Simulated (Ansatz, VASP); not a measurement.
## ZnCu in VASP and in Ansatz

```
CELL_PARAMETERS angstrom
3.00276 0.00000 0.00000
0.00000 3.00276 0.00000
0.00000 0.00000 3.00276
ATOMIC_POSITIONS crystal
Zn 0.50000 0.50000 0.50000
Cu 0.00000 0.00000 0.00000
```

Change from the starting cell: volume scaled by 1.06.

Alike in both runs: task single point; functional PBE; k mesh 14 × 14 × 14; occupations fermi-dirac, width 0.05 eV; no spin polarisation.

|  | VASP | Ansatz |
| --- | --- | --- |
| version | VASP 6.6.1 | Ansatz 0.2.0 |
| potentials or method | VASP PAW PBE potentials, release 64 (Zn, Cu), cutoff 520 eV | all-electron LAPW, scalar-relativistic |

Ansatz gave:

```
pressure (GPa) : -4.1
```

Problem. Which values does VASP return?

Solution. Pressure (GPa): -3.7.

Ansatz ran all-electron here, so the differences hold the error of VASP's frozen core and of both bases.
